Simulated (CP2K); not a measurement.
Runs of CP2K 2026.2 on PtS2. It takes space group P-3m1 (No. 164, trigonal). Conventional cell: a = 3.543 Å, b = 3.543 Å, c = 5.039 Å, α = 90.00°, β = 90.00°, γ = 120.00°. Pt (site symmetry -3m) is surrounded by 6 S at 2.34 Å. S (site symmetry 3m) is surrounded by 3 Pt at 2.34 Å. 

```csv
level,potentials or basis,smearing,NGRIDS,points a segment of the path (NPOINTS),bands added on the path,CUTOFF of the grids,gap on the mesh (eV),pressure (GPa),largest force (eV/Å)
LDA,"GTH_POTENTIALS Pt GTH-PADE-q18, S GTH-PADE-q6; TZVP-MOLOPT-PBE-GTH basis",fermi-dirac 0.0259 eV,5,6,4,450 Ry,(b),-0.5,1.16
TB-mBJ,"POTENTIAL_UZH Pt GTH-PBE-q18, S GTH-PBE-q6; TZVP-MOLOPT-PBE-GTH basis",fermi-dirac 0.1 eV,5,10,6,675 Ry,1.19,-,-
PBE,"POTENTIAL_UZH Pt GTH-PBE-q18, S GTH-PBE-q6; TZVP-MOLOPT-PBE-GTH basis",fermi-dirac 0.05 eV,4,10,4,450 Ry,1.03,12.4,(a)
r2SCAN,"POTENTIAL_UZH Pt GTH-SCAN-q18, S GTH-SCAN-q6; TZVP-MOLOPT-SCAN-GTH basis",fermi-dirac 0.01 eV,4,10,2,675 Ry,1.20,(c),1.49
PBEsol,"POTENTIAL_UZH Pt GTH-PBE-q18, S GTH-PBE-q6; TZVP-MOLOPT-PBE-GTH basis",fermi-dirac 0.05 eV,5,10,2,450 Ry,0.96,7.9,1.19
```

Alike in all rows: task band structure; no spin polarisation; cell as given; k mesh 9 × 9 × 5.

Task: Estimate the missing entries.

Result: (a) 1.42; (b) 0.97; (c) 11.1.

Caveats: spin-orbit coupling is left out, which moves the levels of the heavy elements; the basis of atomic orbitals isn't converged, which shifts pressures, moduli and gaps; forces of over 1 eV/Å show positions far from the minimum, so gaps and moduli don't describe the material at rest (some runs); the potentials were made for another functional, which shifts forces and pressure (some runs); this is a model potential without an energy functional, so only levels have meaning (some runs).

A k mesh can miss the band edges, and the runs leave out spin-orbit coupling on Pt.
